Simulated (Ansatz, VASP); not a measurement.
# NaI in VASP and in Ansatz

```
I Na
1.0
     0.00000    3.17033    3.17033
     3.17033    0.00000    3.17033
     3.17033    3.17033    0.00000
I Na
1 1
Direct
  0.50000 0.50000 0.50000
  0.00000 0.00000 0.00000
```

Alike in both runs: task single point; functional PBEsol; k mesh 7 × 7 × 7; occupations fermi-dirac, width 0.05 eV; no spin polarisation.

|  | VASP | Ansatz |
| --- | --- | --- |
| version | VASP 6.6.1 | Ansatz 0.2.0 |
| potentials or method | VASP PAW PBE potentials, release 64 (I, Na_pv) | JTH PAW |
| plane-wave cutoff (eV) | 520 | 1440 |
| valence electrons in the cell | 14 | 16 |

|  | VASP | Ansatz | Ansatz less VASP |
| --- | --- | --- | --- |
| gap on the k mesh at the Fermi level (eV) | 3.67 | 3.67 | -0.003 |
| least direct gap on the mesh (eV) | 3.67 | 3.67 | -0.003 |
| pressure (GPa) | 0.6 | 0.7 | +0.06 |

The two sets of potentials don't hold the same shells in valence.

Caveats: spin-orbit coupling is left out, which moves the levels of the heavy elements; the PAW data sets were made with another functional, which shifts forces and pressure a little (VASP); odd divisions of the mesh miss points on the zone boundary, where band edges often lie, so the gap on the mesh can be too wide (Ansatz).
